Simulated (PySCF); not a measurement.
Computed XPS line lists of a few unrelated compounds.

Method: PySCF 2.14.0, delta-SCF UKS SCAN, pcX-2 on the ionised atom, pcseg-1 elsewhere, spin-free X2C. Geometries: PBE0-D3(BJ)/def2-SVP; isolated species, one conformer each.

Line lists (1s up to Mg, 2p3/2 beyond; areas count atoms within a level, one atom standing for each set equivalent by bonding):
1. C 1s: 283.65 (area 1), 287.83 (area 1) eV; O 1s: 530.93 eV; F 1s: 685.96 eV
2. C 1s: 291.51 (area 1), 291.54 (area 1), 292.83 (area 1), 294.58 (area 1) eV; O 1s: 537.65 (area 1), 539.34 (area 1) eV
3. B 1s: 188.80 eV; C 1s: 285.91 eV; N 1s: 398.85 eV

Structures:
A. `O1CCCC1=O`
B. `[BH3-]C#N`
C. `C=C([O-])F`

Question: Which list belongs to which compound?

Answer: 
- 1 = C: no other candidate has this set of levels. C 1s: 283.65 carbon bonded to C and 2 H, 287.83 vinylic C–F carbon; O 1s: 530.93 enolate oxygen; F 1s: 685.96 vinyl fluorine.
- 2 = A: no other candidate has this set of levels. C 1s: 291.51 sp3 carbon next to a carbonyl, 291.54 ring CH2 carbon, 292.83 sp3 carbon bound to oxygen, 294.58 ester carbonyl carbon; O 1s: 537.65 ester carbonyl oxygen, 539.34 ester single-bonded oxygen.
- 3 = B: no other candidate has this set of levels. B 1s: 188.80 four-coordinate boron; C 1s: 285.91 cyano carbon; N 1s: 398.85 cyano nitrogen.

1 of these hole states is spin-contaminated (⟨S²⟩ 0.94, against 0.75; counted from 0.85) and less certain.
